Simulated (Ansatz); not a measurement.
Write the native input for Ansatz 0.2.0 that does the following.

```yaml
Task: relaxation of cell and atoms
Functional: LDA
Potentials_or_basis: Ansatz PAW
Cutoff: "420 eV (not typed: the program's choice for these potentials)"
k_mesh: 10 × 10 × 3
Occupations: fermi-dirac, width 0.05 eV
Spin: no spin polarisation
```

Mg:

```
CELL_PARAMETERS angstrom
3.17683 0.00000 0.00000
-1.58841 2.75121 0.00000
0.00000 0.00000 10.31886
ATOMIC_POSITIONS crystal
Mg 0.66667 0.33333 0.75000
Mg 0.00000 0.00000 0.50000
Mg 0.33333 0.66667 0.25000
Mg 0.00000 0.00000 0.00000
```

One way to write it, as run:

input.yaml

```yaml
crystal:
  lattice:
    - [3.1768261656, 0.0, 0.0]
    - [-1.5884130828, 2.7512121628, 0.0]
    - [0.0, 0.0, 10.31886201]
  atoms:
    - { symbol: Mg, position: [0.6666666667, 0.3333333333, 0.75] }
    - { symbol: Mg, position: [0.0, 0.0, 0.5] }
    - { symbol: Mg, position: [0.3333333333, 0.6666666667, 0.25] }
    - { symbol: Mg, position: [0.0, 0.0, 0.0] }
hamiltonian:
  xc: lda
  pseudopotentials: { kind: paw }
kpoints:
  mp_grid: { grid: [10, 10, 3] }
scf:
  occupations: { method: fermi_dirac, width: 0.05 }
output:
  forces: true
  stress: true
relax:
  f_tol: 0.01
  max_steps: 40
  cell: { stress_tol: 0.05 }
```

Potentials or basis: Ansatz PAW.

Run with:

```sh
$ ansatz run input.yaml --threads 2 --pin off --max-ram 5632MiB --backend cpu --events-out ev --progress --plain --runs-dir out
```

It gave:

```
Relaxed volume                         : 21.75 Å³/atom
Relaxed cell                           : a = 3.122 Å, b = 3.122 Å, c = 10.309 Å, α = 90.00°, β = 90.00°, γ = 120.00°
Space group after relaxing (to 0.05 Å) : P6_3/mmc (No. 194)
Energy gained by relaxing              : 4.1 meV/atom
Ionic steps                            : 4
Pressure after relaxing                : 0.0 GPa
```

Caveat: the plane-wave basis is chosen anew once the cell has moved, so the energies of steps on either side of that aren't comparable; the PAW data sets come from PBE, with cores solved anew for the run's functional, which leaves a small shift of forces and pressure.

Wall time 1.9 s on 2 threads of Intel(R) Xeon(R) 6975P-C (Granite Rapids), with other jobs on the host, peak memory 0.4 GiB.
